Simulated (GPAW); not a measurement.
Ge: single point with HSE06

The system is Ge.

```
CELL_PARAMETERS angstrom
4.05040 0.00000 0.00000
-2.02520 3.50775 0.00000
0.00000 0.00000 10.99336
ATOMIC_POSITIONS crystal
Ge 0.66667 0.33333 0.41485
Ge 0.33333 0.66667 0.91485
Ge 0.00000 0.00000 0.47745
Ge 0.00000 0.00000 0.97745
```

This isn't the form of Ge at room conditions, which is diamond.

```
Program             : GPAW 26.7.0
Task                : single point
Functional          : HSE06
Potentials or basis : GPAW PAW data sets (gpaw-data 1.2.1)
Cutoff              : 450 eV
Basis               : pw
k mesh              : 6 × 6 × 2
Occupations         : fermi-dirac, width 0.05 eV
Spin                : no spin polarisation
```

* Largest force: 0.175 eV/Å
* Band gap on the k mesh: none (metal or under the smearing width)

Forces in eV/Å, atoms in the order of the input:
```
Ge   0.000  0.000  0.175
Ge   0.000  0.000  0.175
Ge   0.000  0.000 -0.175
Ge   0.000  0.000 -0.175
```

Levels at points of the mesh, in eV from the Fermi level:
| k point | band 6 | band 7 | band 8 | band 9 | band 10 | band 11 |
| --- | --- | --- | --- | --- | --- | --- |
| (0.00, 0.00, 0.00) | -0.83 | -0.82 | -0.82 | 0.70 | 0.89 | 1.90 |
| (0.00, 0.00, 0.50) | -0.83 | -0.83 | -0.83 | 0.75 | 0.75 | 2.97 |
| (0.50, 0.50, 0.00) | -2.45 | -1.48 | -1.26 | 0.74 | 0.99 | 1.90 |
| (0.50, 0.50, 0.50) | -2.46 | -1.36 | -1.36 | 0.82 | 0.82 | 1.94 |

Run time: 28 min on 8 MPI ranks on Intel(R) Xeon(R) Platinum 8375C CPU @ 2.90GHz (Ice Lake), with other jobs on the host, peak memory 0.24 GiB a rank.

Caveat: exact exchange converges slowly with the k mesh, and this mesh is small; the PAW data sets were made with another functional, which shifts forces and pressure a little.
